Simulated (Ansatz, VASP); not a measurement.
# Pt24F (Pt wire along [111], 6 atoms a period): VASP beside Ansatz, part 2 of 2

One calculation is typed for both programs; each brings its own data sets. How far apart do they land? The cell is taken from a series of runs on this material, whose earlier steps may have relaxed, scaled, displaced or heated it; both programs get it as it stands.

VASP 6.6.1 and Ansatz 0.2.0.

So far: Set-up; Ansatz: single point, PBE.

## Step 3: VASP: single point, PBE

Level of this step: PBE, spin-polarised from a ferromagnetic start; plane waves and PAW (Pt, F) (VASP).

The same cell, functional, mesh and smearing now go to VASP, with its own data sets.

Lines of VASP's logs that name or quote its potential files are left out, and so is its time.

INCAR

```
SYSTEM = Pt24F
PREC = Accurate
ENCUT = 520
EDIFF = 1E-06
NELM = 200
ISMEAR = -1
SIGMA = 0.05
LREAL = .FALSE.
ALGO = Normal
GGA = PE
NBANDS = 144
ISPIN = 2
MAGMOM = 0.39 0.32 0.35 0.42 0.27 0.4 0.06 0.2 0.25 0.28 0.32 0.21 0.18 0.1 0.07 0.18 0.18 0.15 0.41 0.38 0.38 0.45 0.38 0.44 0.01
LASPH = .TRUE.
LMAXMIX = 4
LORBIT = 11
LWAVE = .FALSE.
LCHARG = .FALSE.
ISIF = 2
GGA_COMPAT = .FALSE.
KPAR = 2
```

POSCAR

```
Pt24F
1.0
    9.6070000000      0.0000000000      0.0000000000
    0.0000000000     10.0410000000      0.0000000000
    0.0000000000      0.0000000000     25.3532253553
Pt F
24 1
Direct
    0.3704129870      0.5000244710      0.0000000000
    0.6356974790      0.5000244710      0.0000000000
    0.5052173040      0.4276350410      0.0833781940
    0.6378633890      0.6480130950      0.0832510050
    0.5052173040      0.5724139010      0.1666218060
    0.6378633890      0.3520358470      0.1667489950
    0.4059702104      0.5779884021      0.2593431294
    0.6623689340      0.5039364612      0.2461524232
    0.5573891402      0.5513233003      0.3403119546
    0.8216897339      0.5808045258      0.3173193928
    0.5218852552      0.6234573202      0.4338057315
    0.7587070735      0.5152798900      0.4087613467
    0.4697629183      0.5529410713      0.5262237001
    0.7301995957      0.5842732641      0.5030436379
    0.6666064129      0.4632518002      0.5857648355
    0.3132570919      0.5762225139      0.6012332138
    0.4983054224      0.5014426402      0.6610090706
    0.7234869274      0.3639187151      0.6734676554
    0.3704129870      0.5000244710      0.7500000000
    0.6356974790      0.5000244710      0.7500000000
    0.5052173040      0.4276350410      0.8333781940
    0.6378633890      0.6480130950      0.8332510050
    0.5052173040      0.5724139010      0.9166218060
    0.6378633890      0.3520358470      0.9167489950
    0.2120244320      0.6142390066      0.2701891353
```

KPOINTS

```
Automatic mesh
0
Gamma
1 1 4
0 0 0
```

The projector-augmented-wave data sets are Pt and F (PBE family, release 64).

The run is started by

```sh
$ mpirun -np 4 vasp_std
```

Numbers of over 12 decimals in the logs are rounded to 6 here.

Output:

```text
[banner, memory and clock lines left out]
running    4 mpi-ranks, on    1 nodes
 distrk:  each k-point on    2 cores,    2 groups
 distr:  one band on    1 cores,    2 groups

 POSCAR found type information on POSCAR PtF
 POSCAR found :  2 types and      25 ions
|                                                                             |
|               ----> ADVICE to this user running VASP <----                  |
|                                                                             |
|     You have a (more or less) 'large supercell' and for larger cells it     |
|     might be more efficient to use real-space projection operators.         |
|     Therefore, try LREAL= Auto in the INCAR file.                           |
|     Mind: For very accurate calculation, you might also keep the            |
|     reciprocal projection scheme (i.e. LREAL=.FALSE.).                      |
|                                                                             |

 LDA part: xc-table for (Slater+PW92), standard interpolation
 POSCAR, INCAR and KPOINTS ok, starting setup
 FFT: planning ... GRIDC
 FFT: planning ... GRID_SOFT
 FFT: planning ... GRID
 WAVECAR not read
 entering main loop
       N       E                     dE             d eps       ncg     rms          rms(c)
DAV:   1     0.175407332057E+04    0.17541E+04   -0.84560E+04  1728   0.129E+03
DAV:   2     0.174354389801E+03   -0.15797E+04   -0.14874E+04  2368   0.217E+02
DAV:   3    -0.960720695114E+02   -0.27043E+03   -0.25363E+03  2152   0.909E+01
DAV:   4    -0.116657878956E+03   -0.20586E+02   -0.18041E+02  2608   0.203E+01
DAV:   5    -0.117979052367E+03   -0.13212E+01   -0.11945E+01  2432   0.461E+00    0.407E+01
DAV:   6    -0.115539781757E+03    0.24393E+01   -0.59550E+01  1984   0.226E+01    0.370E+01
DAV:   7    -0.143009705831E+03   -0.27470E+02   -0.84957E+01  2600   0.540E+01    0.519E+01
DAV:   8    -0.132434035172E+03    0.10576E+02   -0.84097E+01  2352   0.323E+01    0.446E+01
DAV:   9    -0.116331016489E+03    0.16103E+02   -0.69805E+01  2424   0.263E+01    0.304E+01
DAV:  10    -0.119955433526E+03   -0.36244E+01   -0.57676E+01  2592   0.347E+01    0.382E+01
DAV:  11    -0.110204397430E+03    0.97510E+01   -0.53623E+01  2360   0.232E+01    0.252E+01
DAV:  12    -0.107261093965E+03    0.29433E+01   -0.33187E+01  2200   0.165E+01    0.213E+01
DAV:  13    -0.105837848641E+03    0.14232E+01   -0.31703E+01  2048   0.115E+01    0.129E+01
DAV:  14    -0.104906494763E+03    0.93135E+00   -0.41293E+00  1984   0.784E+00    0.819E+00
[...]
DAV:  53    -0.107687644500E+03   -0.15915E-04   -0.11858E-06  1096   0.232E-03    0.189E-03
DAV:  54    -0.107687653985E+03   -0.94851E-05   -0.69439E-07  1008   0.151E-03    0.106E-03
DAV:  55    -0.107687661733E+03   -0.77482E-05   -0.69594E-07  1040   0.134E-03    0.902E-04
DAV:  56    -0.107687665042E+03   -0.33085E-05   -0.40145E-07   992   0.115E-03    0.713E-04
DAV:  57    -0.107687667975E+03   -0.29335E-05   -0.35741E-07   992   0.952E-04    0.532E-04
DAV:  58    -0.107687670162E+03   -0.21867E-05   -0.27409E-07   992   0.792E-04    0.391E-04
DAV:  59    -0.107687671626E+03   -0.14642E-05   -0.23096E-07   968   0.682E-04    0.266E-04
DAV:  60    -0.107687672262E+03   -0.63586E-06   -0.14610E-07   976   0.555E-04
   1 F= -.10768767E+03 E0= -.10751688E+03  d E =-.341592E+00  mag=     8.5049
```

OUTCAR, selected parts (step 3):

```text
ion  position               nearest neighbor table
   1  0.370  0.500  0.000-   2 2.55  23 2.58   3 2.58
   2  0.636  0.500  0.000-   1 2.55  23 2.56   3 2.56   4 2.58  24 2.58
   3  0.505  0.428  0.083-   4 2.55   5 2.56   2 2.56   6 2.58   1 2.58
   4  0.638  0.648  0.083-   3 2.55   2 2.58   5 2.58
   5  0.505  0.572  0.167-   7 2.54   6 2.55   3 2.56   4 2.58   8 2.61
   6  0.638  0.352  0.167-   8 2.54   5 2.55   3 2.58
   7  0.406  0.578  0.259-  25 1.92   9 2.53   5 2.54   8 2.59
   8  0.662  0.504  0.246-  10 2.49   6 2.54   7 2.59   5 2.61   9 2.63
   9  0.557  0.551  0.340-  11 2.50   7 2.53  10 2.62  12 2.62   8 2.63
  10  0.822  0.581  0.317-  12 2.48   8 2.49   9 2.62
  11  0.522  0.623  0.434-  13 2.50   9 2.50  12 2.60  14 2.69
  12  0.759  0.515  0.409-  10 2.48  14 2.50  11 2.60   9 2.62
  13  0.470  0.553  0.526-  16 2.44  11 2.50  15 2.58  14 2.59  17 3.47
  14  0.730  0.584  0.503-  15 2.50  12 2.50  13 2.59  11 2.69
  15  0.667  0.463  0.586-  18 2.50  14 2.50  17 2.53  13 2.58
  16  0.313  0.576  0.601-  13 2.44  17 2.45
  17  0.498  0.501  0.661-  16 2.45  15 2.53  19 2.57  18 2.59  20 2.61  13 3.47
  18  0.723  0.364  0.673-  15 2.50  20 2.52  17 2.59
  19  0.370  0.500  0.750-  20 2.55  17 2.57  21 2.58
  20  0.636  0.500  0.750-  18 2.52  19 2.55  21 2.56  22 2.58  17 2.61
  21  0.505  0.428  0.833-  22 2.55  23 2.56  20 2.56  24 2.58  19 2.58
  22  0.638  0.648  0.833-  21 2.55  20 2.58  23 2.58
  23  0.505  0.572  0.917-  24 2.55  21 2.56   2 2.56  22 2.58   1 2.58
  24  0.638  0.352  0.917-  23 2.55   2 2.58  21 2.58
  25  0.212  0.614  0.270-   7 1.92

  LATTYP: Found a simple orthorhombic cell.
 ALAT       =     9.6070000000
 B/A-ratio  =     1.0451753929
 C/A-ratio  =     2.6390366769

 Subroutine GETGRP returns: Found  1 space group operations
 (whereof  1 operations were pure point group operations)

The static configuration has the point symmetry C_1 .

 Found      3 irreducible k-points:

   k-points           NKPTS =      3   k-points in BZ     NKDIM =      3   number of bands    NBANDS=    144

   dimension x,y,z NGX =    72 NGY =   80 NGZ =  192
   dimension x,y,z NGXF=   144 NGYF=  160 NGZF=  384

   ENCUT  =  520.0 eV  38.22 Ry    6.18 a.u.  17.86 18.67 47.14*2*pi/ulx,y,z

   NELECT =     247.0000    total number of electrons

 k-points in reciprocal lattice and weights: Automatic mesh
   0.00000000  0.00000000  0.00000000       0.250
   0.00000000  0.00000000  0.25000000       0.500
   0.00000000  0.00000000  0.50000000       0.250

 average (electrostatic) potential at core
       1 -75.6840       2 -76.6234       3 -76.5762       4 -75.6768       5 -76.6410
       6 -75.7472       7 -76.5485       8 -76.5355       9 -76.4178      10 -76.0542
      11 -76.2259      12 -76.2825      13 -76.4941      14 -76.1923      15 -76.3719
      16 -75.8554      17 -76.6101      18 -75.9738      19 -75.7331      20 -76.6411
      21 -76.5930      22 -75.7037      23 -76.5829      24 -75.6932      25 -82.0337

 E-fermi :  -2.9538

 spin component 1
 k-point     1 :       0.0000    0.0000    0.0000
  band No.  band energies     occupation
    ...
    124      -3.0735      0.91637
    125      -3.0664      0.90487
    126      -3.0513      0.87554
    127      -3.0293      0.81917
    128      -2.9692      0.57644
    129      -2.9518      0.49021
    130      -2.8747      0.17056
    131      -2.8008      0.04476
    132      -2.6128      0.00109
    133      -2.5263      0.00019
    ...

 k-point     2 :       0.0000    0.0000    0.2500
  band No.  band energies     occupation
    ...
    124      -3.0849      0.93232
    125      -3.0661      0.90427
    126      -3.0468      0.86540
    127      -3.0238      0.80206
    128      -2.9817      0.63581
    129      -2.9398      0.43070
    130      -2.8908      0.22090
    131      -2.7805      0.03032
    132      -2.6057      0.00095
    133      -2.5104      0.00014
    ...

 k-point     3 :       0.0000    0.0000    0.5000
  band No.  band energies     occupation
    ...
    124      -3.1057      0.95426
    125      -3.0596      0.89242
    126      -3.0510      0.87484
    127      -3.0143      0.77024
    128      -2.9948      0.69447
    129      -2.9242      0.35629
    130      -2.9073      0.28307
    131      -2.7698      0.02463
    132      -2.5796      0.00056
    133      -2.5037      0.00012
    ...

 spin component 2
 k-point     1 :       0.0000    0.0000    0.0000
  band No.  band energies     occupation
    ...
    115      -3.1990      0.99264
    116      -3.1722      0.98749
    117      -3.1343      0.97364
    118      -3.0533      0.87985
    119      -2.9974      0.70511
    120      -2.9317      0.39141
    121      -2.8830      0.19534
    122      -2.8351      0.08518
    123      -2.8003      0.04437
    124      -2.7348      0.01236
    ...

 k-point     2 :       0.0000    0.0000    0.2500
  band No.  band energies     occupation
    ...
    115      -3.2033      0.99324
    116      -3.1666      0.98601
    117      -3.1402      0.97655
    118      -3.0673      0.90645
    119      -2.9943      0.69215
    120      -2.9240      0.35517
    121      -2.8812      0.18986
    122      -2.8410      0.09493
    123      -2.7983      0.04268
    124      -2.7459      0.01541
    ...

 k-point     3 :       0.0000    0.0000    0.5000
  band No.  band energies     occupation
    ...
    115      -3.2056      0.99354
    116      -3.1624      0.98483
    117      -3.1467      0.97932
    118      -3.0803      0.92617
    119      -2.9922      0.68308
    120      -2.9114      0.29980
    121      -2.8861      0.20513
    122      -2.8433      0.09886
    123      -2.8007      0.04471
    124      -2.7528      0.01764
    ...

  Total       -1.5662957     -0.9080113     -8.2680267      0.3027075      0.4305232      0.2707730
  in kB       -1.0260922     -0.5948450     -5.4164468      0.1983060      0.2820390      0.1773854
  external PRESSURE =      -2.3457947 kB  Pullay stress =       0.0000000 kB

  energy-cutoff  :      520.00
  volume of cell :     2445.67
      direct lattice vectors                 reciprocal lattice vectors
     9.607000000  0.000000000  0.000000000     0.104090767  0.000000000  0.000000000
     0.000000000 10.041000000  0.000000000     0.000000000  0.099591674  0.000000000
     0.000000000  0.000000000 25.353225355     0.000000000  0.000000000  0.039442713

 POSITION                                       TOTAL-FORCE (eV/Angst)
 -----------------------------------------------------------------------------------
      3.55856      5.02075      0.00000        -0.018008      0.009966     -0.012120
      6.10715      5.02075      0.00000        -0.004565      0.050140     -0.011896
      4.85362      4.29388      2.11391         0.100468     -0.038524      0.081963
      6.12795      6.50670      2.11068        -0.006423     -0.255452     -0.009470
      4.85362      5.74761      4.22440         0.177873      0.171497      0.492567
      6.12795      3.53479      4.22762        -0.303442      0.021701     -0.069795
      3.90016      5.80358      6.57518         0.267255     -0.056012     -0.090763
      6.36338      5.06003      6.24076         0.012507      0.049096     -0.029054
      5.35484      5.53584      8.62801         0.030670     -0.021659      0.024028
      7.89397      5.83186      8.04507        -0.106394     -0.016723      0.010446
      5.01375      6.26013     10.99837         0.012288     -0.002371     -0.031936
      7.28890      5.17393     10.36342        -0.077060      0.013498      0.008461
      4.51301      5.55208     13.34147         0.156625     -0.030483      0.006652
      7.01503      5.86669     12.75378        -0.062855     -0.028381      0.062045
      6.40409      4.65151     14.85103        -0.083850      0.049547      0.027614
      3.00946      5.78585     15.24320         0.049677     -0.022542      0.016235
      4.78722      5.03499     16.75871         0.036719     -0.020424     -0.029562
      6.95054      3.65411     17.07458        -0.056136      0.035259     -0.024012
      3.55856      5.02075     19.01492        -0.118788     -0.189655     -0.055472
      6.10715      5.02075     19.01492         0.367281      0.209891     -0.174428
      4.85362      4.29388     21.12883        -0.021618      0.025850     -0.166637
      6.12795      6.50670     21.12560        -0.166488     -0.098389     -0.066314
      4.85362      5.74761     23.23932        -0.003056      0.056025     -0.013770
      6.12795      3.53479     23.24254         0.024913      0.046186      0.025856
      2.03692      6.16757      6.85017        -0.207595      0.041960      0.029365
 -----------------------------------------------------------------------------------
    total drift:                               -0.000660     -0.001378     -0.000731

  FREE ENERGIE OF THE ION-ELECTRON SYSTEM (eV)
  ---------------------------------------------------
  free  energy   TOTEN  =      -107.6876722618 eV

  energy  without entropy=     -107.3460804590  energy(sigma->0) =     -107.51687636

 total charge
# of ion       s       p       d       tot
------------------------------------------
    1        0.665   0.203   8.164   9.032
    2        0.695   0.422   8.056   9.172
    3        0.698   0.418   8.059   9.176
    4        0.660   0.210   8.155   9.025
    5        0.704   0.425   8.037   9.166
    6        0.671   0.219   8.151   9.041
    7        0.746   0.417   7.957   9.120
    8        0.750   0.419   8.021   9.190
    9        0.716   0.435   8.005   9.156
   10        0.710   0.223   8.118   9.052
   11        0.701   0.332   8.059   9.092
   12        0.726   0.337   8.058   9.121
   13        0.748   0.398   7.992   9.138
   14        0.728   0.302   8.098   9.128
   15        0.759   0.384   8.013   9.156
   16        0.782   0.158   8.100   9.040
   17        0.731   0.500   7.966   9.196
   18        0.748   0.203   8.133   9.084
   19        0.683   0.206   8.135   9.025
   20        0.720   0.436   8.020   9.175
   21        0.692   0.421   8.056   9.169
   22        0.669   0.208   8.149   9.027
   23        0.694   0.420   8.058   9.172
   24        0.673   0.206   8.151   9.030
   25        1.743   4.272   0.000   6.014
--------------------------------------------------
tot         18.811  12.175 193.712 224.698

 magnetization (x)
# of ion       s       p       d       tot
------------------------------------------
    1        0.020   0.010   0.418   0.449
    2        0.005   0.001   0.341   0.346
    3        0.008   0.003   0.362   0.373
    4        0.022   0.010   0.440   0.472
    5        0.009   0.004   0.285   0.298
    6        0.019   0.008   0.421   0.448
    7       -0.001   0.001   0.096   0.096
    8       -0.001  -0.004   0.218   0.213
    9        0.009   0.002   0.270   0.281
   10        0.017   0.006   0.292   0.315
   11        0.026   0.011   0.330   0.366
   12        0.007   0.002   0.217   0.226
   13       -0.000   0.001   0.209   0.210
   14        0.002   0.001   0.106   0.109
   15       -0.000   0.001   0.075   0.075
   16        0.004   0.003   0.214   0.221
   17        0.001  -0.006   0.207   0.202
   18        0.005   0.006   0.162   0.173
   19        0.027   0.013   0.439   0.479
   20        0.008   0.007   0.400   0.415
   21        0.005   0.002   0.402   0.409
   22        0.026   0.010   0.481   0.517
   23        0.008   0.004   0.399   0.410
   24        0.027   0.011   0.463   0.501
   25        0.000   0.006   0.000   0.006
--------------------------------------------------
tot          0.250   0.115   7.246   7.611
```

## Step 4: Side by side

Known differences besides the potentials themselves: VASP starts from the moments at which Ansatz ended; the data sets hold 439 valence electrons in Ansatz (on its default PAW (the set named soft_2) files) and 247 in VASP; the cutoff is 350 eV in Ansatz and 520 eV in VASP; site moments are counted in spheres of each program's own size; Ansatz's log warns that its cutoff lies below the recommended one. Total energies have different zeros and are not compared.

Compared:

| quantity | Ansatz | VASP | difference |
| --- | --- | --- | --- |
| total moment (μB) | 8.30 | 8.50 | -0.21 |
| moment on Pt22 (μB) | 0.45 | 0.52 | -0.06 |
| moment on Pt24 (μB) | 0.44 | 0.50 | -0.07 |
| moment on Pt19 (μB) | 0.41 | 0.48 | -0.07 |
| moment on Pt4 (μB) | 0.42 | 0.47 | -0.06 |
| moment on Pt1 (μB) | 0.39 | 0.45 | -0.06 |
| moment on Pt6 (μB) | 0.40 | 0.45 | -0.05 |
| moment on Pt20 (μB) | 0.38 | 0.41 | -0.03 |
| moment on Pt23 (μB) | 0.38 | 0.41 | -0.03 |

## Step 5: Outcome

```
difference in total moment (single point, PBE) : -0.21 μB
```

**Reading.** The difference in total moment is -0.21 μB (single point, PBE). The data sets hold unlike numbers of valence electrons (439 in Ansatz and 247 in VASP), so part of the differences comes from the potentials. How closely two codes agree says nothing of how well the functional describes the real material.

[Lines on the potential files, build, host, timing and source positions are cut from VASP's logs without a mark.]

[Logs are printed without paths, hosts, clocks, repeated set-up lines and the standing remarks that a program may print on its own settings, such as how far it seeks lower states.]

[Hosts, paths, dates, database ids (printed as entryN), source tags and the programs' standing remarks are cut or masked in the printed files.]
